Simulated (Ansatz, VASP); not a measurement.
## GaSb: VASP beside Ansatz

```xyz
8
Lattice="-4.0895 4.0895 4.0895 4.0895 -4.0895 4.0895 4.0895 4.0895 -4.0895" Properties=species:S:1:pos:R:3 pbc="T T T"
Ga    1.2972    1.2972    1.2972
Ga    2.7923    2.7923   -2.7923
Ga    2.7923   -2.7923    2.7923
Ga   -2.7923    2.7923    2.7923
Sb    2.7923    2.7923    2.7923
Sb    1.2972    1.2972   -1.2972
Sb    1.2972   -1.2972    1.2972
Sb   -1.2972    1.2972    1.2972
```

Alike in both runs: task single point; functional PBE; k mesh 4 × 4 × 4; occupations gaussian, width 0.1 eV; no spin polarisation.

|  | VASP | Ansatz |
| --- | --- | --- |
| version | VASP 6.6.1 | Ansatz 0.2.0 |
| potentials or method | VASP PAW PBE potentials, release 64 (Ga_d, Sb) | scalar-relativistic, plane waves, PAW |
| plane-wave cutoff (eV) | 520 | 420 |
| valence electrons in the cell | 72 | 112 |

Ansatz gave:

```
gap on the k mesh at the Fermi level (eV) : 0.55
least direct gap on the mesh (eV)         : 0.55
pressure (GPa)                            : 6.3
rms of the force components (eV/Å)        : 0.729
```

Task: Estimate VASP's values.

Result: gap on the k mesh at the Fermi level (eV): 0.56; least direct gap on the mesh (eV): 0.56; pressure (GPa): 6.4; rms of the force components (eV/Å): 0.734.

Atom by atom the forces differ by 0.006 eV/Å (rms over components). The two sets of potentials don't hold the same shells in valence.

Caveats: spin-orbit coupling is left out, which moves the levels of the heavy elements; forces of over 1 eV/Å show positions far from the minimum, so gaps and moduli don't describe the material at rest. As with any semilocal functional, this PBE gap is likely too small. A k mesh can miss the band edges.
